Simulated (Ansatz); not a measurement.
# CdSe: stress in a strained cell

CdSe is deformed so: equal xy, yz and zx engineering shear strains of +2 %. What stress and forces result, by LAPW, PAW and all-electron datasets made for the crystal?

Program: Ansatz 0.2.0. Level of theory: DFT PBE, scalar-relativistic. These are calculated values, not measurements.

**1. The structure to begin with**

It takes space group F-43m (No. 216, cubic). Conventional cell: a = 6.141 Å, b = 6.141 Å, c = 6.141 Å, α = 90.00°, β = 90.00°, γ = 90.00°. Cd (site symmetry -43m) has 4 Se at 2.66 Å as nearest neighbours. Se (site symmetry -43m) is surrounded by 4 Cd at 2.66 Å.

Coordinates:

```cif
data_structure
_symmetry_space_group_name_H-M 'F-43m'
_symmetry_Int_Tables_number 216
_cell_length_a 6.1405
_cell_length_b 6.1405
_cell_length_c 6.1405
_cell_angle_alpha 90.000
_cell_angle_beta 90.000
_cell_angle_gamma 90.000
_cell_volume 231.54
loop_
_atom_site_label
_atom_site_type_symbol
_atom_site_symmetry_multiplicity
_atom_site_Wyckoff_symbol
_atom_site_fract_x
_atom_site_fract_y
_atom_site_fract_z
_atom_site_occupancy
Cd1 Cd 4 a 0.00000 0.00000 0.00000 1
Se1 Se 4 d 0.25000 0.25000 0.75000 1
```

The file gives the conventional cell by its symmetry; the runs use the cell typed in the input.

Atoms are numbered in the order of the input: Cd1, Se2.

**2. After the deformation**

Space group F-43m before, R3m after.

**3. All-electron LAPW**

Input file input.yaml:

```yaml
crystal:
  lattice:
    - [0.061405424, 3.1009739106, 3.1009739106]
    - [3.1009739106, 0.061405424, 3.1009739106]
    - [3.1009739106, 3.1009739106, 0.061405424]
  atoms:
    - { symbol: Cd, position: [0.0, 0.0, 0.0] }
    - { symbol: Se, position: [0.25, 0.25, 0.25] }
kpoints:
  mp_grid: { grid: [8, 8, 8] }
  band_path:
    path:
      - [0.0, 0.0, 0.0]
      - [-0.5, -0.5, -0.5]
      - [-0.5, -0.2451701269, -0.7548298731]
      - [-0.2451701269, 0.2451701269, -0.5]
      - [0.0, 0.0, -0.5]
      - [0.0, 0.0, 0.0]
      - [0.0, 0.3725850634, -0.3725850634]
      - [-0.3725850634, 0.0, -0.6274149366]
      - [-0.5, 0.0, -0.5]
    npoints: 5
scf:
  occupations: { method: fermi_dirac, width: 0.03 }
hamiltonian:
  xc: pbe
  pseudopotentials: { kind: all_electron, lapw: { basis_error: 0.001 } }
output:
  forces: true
  stress: true
  eigenvalues: true
```

On the command line:

```bash
ansatz run input.yaml --threads 1 --pin off --max-ram 3072MiB --backend cpu --events-out ev --progress --plain --runs-dir out
```

**4. PAW on the default files**

Input file input.yaml:

```yaml
crystal:
  lattice:
    - [0.061405424, 3.1009739106, 3.1009739106]
    - [3.1009739106, 0.061405424, 3.1009739106]
    - [3.1009739106, 3.1009739106, 0.061405424]
  atoms:
    - { symbol: Cd, position: [0.0, 0.0, 0.0] }
    - { symbol: Se, position: [0.25, 0.25, 0.25] }
kpoints:
  mp_grid: { grid: [8, 8, 8] }
scf:
  occupations: { method: fermi_dirac, width: 0.03 }
hamiltonian:
  xc: pbe
  pseudopotentials: { kind: paw }
output:
  forces: true
  stress: true
  eigenvalues: true
  efg: { contact_densities: true }
```

**5. All-electron PAW on datasets made for the crystal**

Changes to input.yaml since step 4:

```diff
@@ -14,3 +14,3 @@
   xc: pbe
-  pseudopotentials: { kind: paw }
+  pseudopotentials: { kind: all_electron, datasets: crystal }
 output:
```

(Steps that only read results are left out.)

Q: Predict the outcome of this session. Wanted: pressure; largest shear or deviatoric stress.

**Answer**, as computed:

| quantity | value |
| --- | --- |
| pressure | LAPW 1.39, PAW 1.37, crystal datasets 1.39 GPa |
| largest shear or deviatoric stress (LAPW) | 0.80 GPa |

The largest part of the stress beyond the pressure is 0.80 GPa in size; the atoms are carried along and not relaxed. No run of the undeformed cell stands beside it, so the pressure holds what the given cell had before the change. PAW: stress within 0.02 GPa of LAPW, forces within 1 meV/Å. Crystal datasets: stress within 0.01 GPa of LAPW, forces within 1 meV/Å.
